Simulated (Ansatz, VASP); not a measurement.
## SiGe: VASP beside Ansatz

```
CELL_PARAMETERS angstrom
4.04110 0.00000 0.00000
-2.02055 3.49969 0.00000
0.00000 0.00000 6.09761
ATOMIC_POSITIONS crystal
Si 0.66667 0.33333 0.87450
Si 0.33333 0.66667 0.37450
Ge 0.66667 0.33333 0.50050
Ge 0.33333 0.66667 0.00050
```

Alike in both runs: task single point; functional LDA; k mesh 12 × 12 × 6; occupations gaussian, width 0.03 eV; no spin polarisation.

```csv
,VASP,Ansatz
version,VASP 6.6.1,Ansatz 0.2.0
potentials or method,"VASP PAW LDA potentials, release 64 (Si, Ge_d)","scalar-relativistic, plane waves, PAW"
plane-wave cutoff (eV),520,420
valence electrons in the cell,36,36
```

VASP gave:

* gap on the k mesh at the Fermi level (eV): none
* pressure (GPa): -1.8
* largest component of the traceless stress (GPa): 13.06
* rms of the force components (eV/Å): 0.632

Question: Which values does Ansatz return?

Answer: gap on the k mesh at the Fermi level (eV): none; pressure (GPa): -1.8; largest component of the traceless stress (GPa): 12.99; rms of the force components (eV/Å): 0.629.

Atom by atom the forces differ by 0.003 eV/Å (rms over components). A gap of «none» marks a metal or a gap that the smearing closes. Ansatz warned: «pseudo_functional_mismatch».

Caveats: forces of over 1 eV/Å show positions far from the minimum, so gaps and moduli don't describe the material at rest.
